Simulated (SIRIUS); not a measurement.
# W (Im-3m) in SIRIUS: reference runs

Aim: a first look at W with PBEsol, on the cell as given and on a disturbed one.

All numbers are computed with SIRIUS, more than one build; they aren't measurements. Logs are shortened: lines on timing, memory, paths and dates and some standing lists are left out, and cuts for length are marked. The log counts tension as positive stress, the text compression.

## (1) The structure

It takes space group Im-3m (No. 229, cubic). The conventional cell has a = 3.165 Å, b = 3.165 Å, c = 3.165 Å, α = 90.00°, β = 90.00°, γ = 90.00°. W (site symmetry m-3m) is surrounded by 8 W at 2.74 Å.

## (2) Single point, PBEsol

sirius.json reads:

```json
{
  "control": {
    "processing_unit": "cpu",
    "verbosity": 2,
    "num_bands_to_print": 14,
    "print_forces": true,
    "print_stress": true
  },
  "parameters": {
    "electronic_structure_method": "pseudopotential",
    "xc_functionals": ["XC_GGA_X_PBE_SOL", "XC_GGA_C_PBE_SOL"],
    "gk_cutoff": 8.7,
    "pw_cutoff": 17.4,
    "ngridk": [12, 12, 12],
    "shiftk": [0, 0, 0],
    "smearing": "fermi_dirac",
    "smearing_width": 0.0018374661,
    "num_bands": 14,
    "num_mag_dims": 0,
    "num_dft_iter": 100,
    "energy_tol": 1e-08,
    "density_tol": 1e-06
  },
  "iterative_solver": {
    "type": "davidson",
    "min_tolerance": 1e-10
  },
  "mixer": {
    "type": "anderson",
    "beta": 0.7,
    "max_history": 8
  },
  "settings": {
    "tol_ne": 1e-10,
    "pseudo_grid_cutoff": 6.5
  },
  "unit_cell": {
    "lattice_vectors": [
      [-2.990198684671, 2.990198684671, 2.990198684671],
      [2.990198684671, -2.990198684671, 2.990198684671],
      [2.990198684671, 2.990198684671, -2.990198684671]
    ],
    "atom_coordinate_units": "lattice",
    "atom_types": ["W"],
    "atom_files": {
      "W": "W.json"
    },
    "atoms": {
      "W": [
        [0.0, 0.0, 0.0]
      ]
    }
  }
}
```

Potentials or basis: PseudoDojo 0.4.1 PBEsol standard (scalar relativistic).

The run is started by

```console
upf_to_json W.upf
OMP_NUM_THREADS=1 sirius.scf --input=sirius.json --output=out.json --task=0
```

Output:

```text
[info] SIRIUS version : 7.12.0
[info] number of MPI ranks           : 1
[info] MPI grid                      : 1 1
[info] maximum number of OMP threads : 1
[fft] FFT context for density and potential
[fft] =====================================
[fft]   comm size                             : 1
[fft]   plane wave cutoff                     : 17.4
[fft]   grid size                             : 32 32 32   total : 32768
[fft]   grid limits                           : -15 16   -15 16   -15 16
[fft]   number of G-vectors within the cutoff : 4799
[fft]   local number of G-vectors             : 4799
[fft]   number of G-shells                    : 274
[fft] FFT context for coarse grid
[fft] =====================================
[fft]   comm size                             : 1
[fft]   plane wave cutoff                     : 17.4
[fft]   grid size                             : 32 32 32   total : 32768
[fft]   grid limits                           : -15 16   -15 16   -15 16
[fft]   number of G-vectors within the cutoff : 4799
[fft]   local number of G-vectors             : 4799
[fft]   number of G-shells                    : 274
[unit cell] lattice vectors
[unit cell]   a1 :      -2.9901986847      2.9901986847      2.9901986847
[unit cell]   a2 :       2.9901986847     -2.9901986847      2.9901986847
[unit cell]   a3 :       2.9901986847      2.9901986847     -2.9901986847
[unit cell] reciprocal lattice vectors
[unit cell]   b1 :       0.0000000000      1.0506300701      1.0506300701
[unit cell]   b2 :       1.0506300701      0.0000000000      1.0506300701
[unit cell]   b3 :       1.0506300701      1.0506300701      0.0000000000
[unit cell] unit cell volume :       106.94491255 [a.u.^3]
[unit cell] 1/sqrt(omega)    :         0.09669854
[unit cell] MT volume        :         0.00000000 ( 0.00%)
[unit cell] IT volume        :       106.94491255 (100.00%)
[unit cell] number of atom types : 1
[unit cell] type id : 0 symbol :  W mt_radius :  13.950000 num_atoms : 1
[unit cell] total number of atoms : 1
[unit cell] number of symmetry classes : 1
[unit cell] number of PAW atoms : 0
[unit cell] atom id  type id  class id             position                      vector_field
[unit cell] ------------------------------------------------------------------------------------------
[unit cell]      0        0        0      0.00000   0.00000   0.00000      0.00000   0.00000   0.00000
[unit cell] atom id         position (Cartesian, a.u.)
[unit cell] ---------------------------------------------
[unit cell]      0       0.000000    0.000000    0.000000
[unit cell] class id : 0 atom id : 0
[unit cell] minimum bond length:     5.179176
[unit cell] total number of pseudo wave-functions: 10
[sym] space group number   : 229
[sym] international symbol : Im-3m
[sym] Hall symbol          : -I 4 2 3
[sym] space group transformation matrix :
[sym]  -0.5000  0.5000  0.5000
[sym]   0.5000 -0.5000  0.5000
[sym]   0.5000  0.5000 -0.5000
[sym] space group origin shift :
[sym]   0.0000  0.0000  0.0000
[sym] number of space group operations  : 48
[sym] number of magnetic group operations : 48
[sym] metric tensor error: 7.1054e-15
[sym] rotation matrix error: 0.0000e+00
[sym] symmetry operations
[... list of symmetry operations ...]
[atom type] label          : W
[atom type] --------------------------------------------------------------------------------
[atom type] symbol         : W
[atom type] name           :
[atom type] zn             : 14
[atom type] mass           : 0
[atom type] mt_radius      : 13.95
[atom type] num_mt_points  : 1396
[atom type] grid_origin    : 0
[... 164 lines left out ...]
[find] iteration : 2, RMS (target) : 3.5007e-03 (1.0000e-06) , energy difference (target) : -1.9716e-04 (1.0000e-08)
[find] | SCF iteration   3 out of 100|
[diagonalize] iterative solver tolerance (occupied, empty): 0.000350071 0.000350071
[diagonalize] average number of iterations: 3.63889
[find] Total energy                   :     -75.83128541 (Ha),    -151.66257082 (Ry)
[find] Free energy (E-TS)             :     -75.83146786 (Ha),    -151.66293572 (Ry)
[find] band gap (eV)                  :       0.00000000
[find] Efermi                         :       0.81917445
[find] iteration : 3, RMS (target) : 3.3764e-04 (1.0000e-06) , energy difference (target) : -3.3286e-05 (1.0000e-08)
[find] | SCF iteration   4 out of 100|
[diagonalize] iterative solver tolerance (occupied, empty): 3.37636e-05 3.37636e-05
[diagonalize] average number of iterations: 3.11111
[find] Total energy                   :     -75.83129381 (Ha),    -151.66258762 (Ry)
[... 36 lines left out ...]
[find] | SCF iteration   9 out of 100|
[diagonalize] iterative solver tolerance (occupied, empty): 6.17684e-08 6.17684e-08
[diagonalize] average number of iterations: 3.09722
[find] Total energy                   :     -75.83129696 (Ha),    -151.66259391 (Ry)
[find] Free energy (E-TS)             :     -75.83147917 (Ha),    -151.66295834 (Ry)
[find] band gap (eV)                  :       0.00000000
[find] Efermi                         :       0.81920314
[find] iteration : 9, RMS (target) : 1.1175e-06 (1.0000e-06) , energy difference (target) : -1.6414e-08 (1.0000e-08)
[find] bands are converged : true
[find] iterative solver converged : false
[find] +------------------------------+
[find] | SCF iteration  10 out of 100|
[find] +------------------------------+
[diagonalize] iterative solver tolerance (occupied, empty): 3.08842e-08 3.08842e-08
[diagonalize] average number of iterations: 1.38889
[diagonalize] Lowest band energies
[diagonalize] ik:    0   -1.903115   -0.563722   -0.563722   -0.563722    0.467586    0.776705    0.776705    0.776705    0.904158    0.904158    1.355603    1.355603    1.355603    1.806221
[diagonalize] ik:    1   -1.902787   -0.567160   -0.564795   -0.563739    0.479872    0.769362    0.774844    0.788673    0.893147    0.904348    1.365658    1.376187    1.384681    1.714206
[diagonalize] ik:    2   -1.901887   -0.576346   -0.567696   -0.563787    0.513458    0.750885    0.765617    0.823669    0.878701    0.906075    1.382568    1.434095    1.441164    1.625576
[diagonalize] ik:    3   -1.900652   -0.588440   -0.571593   -0.563854    0.556592    0.728579    0.754076    0.878751    0.881529    0.911467    1.363950    1.428567    1.520952    1.616644
[diagonalize] ik:    4   -1.899411   -0.600064   -0.575418   -0.563924    0.586211    0.708799    0.768238    0.895234    0.921030    0.947691    1.309739    1.343270    1.592008    1.627552
[diagonalize] ...
[diagonalize] ik:   67   -1.895414   -0.600645   -0.592676   -0.589121    0.632244    0.643667    0.871833    0.878522    1.020900    1.114344    1.175431    1.259436    1.534753    1.607865
[diagonalize] ik:   68   -1.895200   -0.598760   -0.595628   -0.590068    0.628552    0.633393    0.871423    0.941622    0.991171    1.112022    1.199740    1.222643    1.520668    1.630481
[diagonalize] ik:   69   -1.894992   -0.596942   -0.594702   -0.594702    0.620259    0.626010    0.938386    0.938386    0.988730    1.057485    1.225835    1.225835    1.472150    1.640082
[diagonalize] ik:   70   -1.894739   -0.597973   -0.595839   -0.594901    0.614526    0.616603    0.955763    0.959996    1.014584    1.123369    1.149326    1.180143    1.457319    1.652577
[diagonalize] ik:   71   -1.894491   -0.596985   -0.596985   -0.596985    0.607371    0.607371    1.012317    1.012317    1.012317    1.125110    1.125110    1.125110    1.411224    1.675601
[find] Charges and magnetic moments
[find] --------------------------------------------------------------------------------
[find] total charge          : 14.000000
[find] Energy
[find] --------------------------------------------------------------------------------
[find] valence_eval_sum               :      -3.12425580
[find] <rho|V^{XC}>                   :     -11.40785310
[find] <rho|E^{XC}>                   :     -16.47213757
[find] <mag|B^{XC}>                   :       0.00000000
[find] <rho|V^{H}>                    :      16.01421452
[find] one-electron contribution      :      -7.73061722 (Ha),     -15.46123444 (Ry)
[find] hartree contribution           :       8.00710726
[find] xc contribution                :     -16.47213757
[find] ewald contribution             :     -59.63564894
[find] PAW contribution               :       0.00000000
[find] smearing (-TS)                 :      -0.00018221
[find] SCF correction                 :      -0.00000049
[find] Total energy                   :     -75.83129696 (Ha),    -151.66259392 (Ry)
[find] Free energy (E-TS)             :     -75.83147918 (Ha),    -151.66295835 (Ry)
[find] band gap (eV)                  :       0.00000000
[find] Efermi                         :       0.81920330
[find] iteration : 10, RMS (target) : 3.6961e-07 (1.0000e-06) , energy difference (target) : -6.6812e-09 (1.0000e-08)
[find] bands are converged : true
[find] iterative solver converged : false
[find] converged after 11 SCF iterations!
[find] Charges and magnetic moments
[find] --------------------------------------------------------------------------------
[find] total charge          : 14.000000
[find] Energy
[find] --------------------------------------------------------------------------------
[find] valence_eval_sum               :      -3.12425580
[find] <rho|V^{XC}>                   :     -11.40785310
[find] <rho|E^{XC}>                   :     -16.47213757
[find] <mag|B^{XC}>                   :       0.00000000
[find] <rho|V^{H}>                    :      16.01421452
[find] one-electron contribution      :      -7.73061722 (Ha),     -15.46123444 (Ry)
[find] hartree contribution           :       8.00710726
[find] xc contribution                :     -16.47213757
[find] ewald contribution             :     -59.63564894
[find] PAW contribution               :       0.00000000
[find] smearing (-TS)                 :      -0.00018221
[find] SCF correction                 :      -0.00000049
[find] Total energy                   :     -75.83129696 (Ha),    -151.66259392 (Ry)
[find] Free energy (E-TS)             :     -75.83147918 (Ha),    -151.66295835 (Ry)
[find] band gap (eV)                  :       0.00000000
[find] Efermi                         :       0.81920330
[ground_state] === stress tensor components [kbar] ===
[ground_state] === stress_kin ===
[ground_state] -37232.836199    0.000000   -0.000000
[ground_state]     0.000000-37232.836199    0.000000
[ground_state]    -0.000000    0.000000-37232.836199
[ground_state] === stress_har ===
[ground_state] -7342.633771    0.000000   -0.000000
[ground_state]     0.000000-7342.633771    0.000000
[ground_state]    -0.000000    0.000000-7342.633771
[ground_state] === stress_ewald ===
[ground_state] 54686.757117    0.000000    0.000000
[ground_state]     0.00000054686.757117    0.000000
[ground_state]     0.000000    0.00000054686.757117
[ground_state] === stress_vloc ===
[ground_state] 23145.828707    0.000000    0.000000
[ground_state]     0.00000023145.828707   -0.000000
[ground_state]     0.000000   -0.00000023145.828707
[ground_state] === stress_xc ===
[ground_state] -13782.567169    0.000000    0.000000
[ground_state]     0.000000-13782.567169    0.000000
[ground_state]     0.000000    0.000000-13782.567169
[ground_state] === stress_core ===
[ground_state] 24000.896086    0.000000    0.000000
[ground_state]     0.00000024000.896086    0.000000
[ground_state]     0.000000    0.00000024000.896086
[ground_state] === stress_nonloc ===
[ground_state] -43447.324133    0.000000   -0.000000
[ground_state]     0.000000-43447.324133    0.000000
[ground_state]    -0.000000    0.000000-43447.324133
[ground_state] === stress_us_nl ===
[ground_state] -43447.324133    0.000000   -0.000000
[ground_state]     0.000000-43447.324133    0.000000
[ground_state]    -0.000000    0.000000-43447.324133
[ground_state] === stress_total ===
[ground_state]    28.120638    0.000000   -0.000000
[ground_state]     0.000000   28.120638    0.000000
[ground_state]    -0.000000    0.000000   28.120638
[ground_state] ==== total Forces in Ha/bohr =====
[ground_state] atom:    0, force:       0.0000000      0.0000000      0.0000000
[... 8 lines left out ...]
[ground_state] ==== Ewald forces from ions =====
[ground_state] atom:    0, force:       0.0000000      0.0000000      0.0000000
[~DFT_ground_state] local op. applied: 25331
[~DFT_ground_state] evp. work count: 7633.68
[~DFT_ground_state] number of iterative solver steps: 1948
```

It took 8.6 s on 1 thread of Intel Xeon 6975P-C (Granite Rapids), shared host; peak memory 0.23 GiB.

What came out:

| Quantity | Value |
| --- | --- |
| Free energy | -2063.4797 eV |
| Pressure | -2.8 GPa |
| Band gap on the k mesh | none (metal or under the smearing width) |

The run has no spin-orbit coupling, so splittings on W are missing.

[end of part 1 of 2]
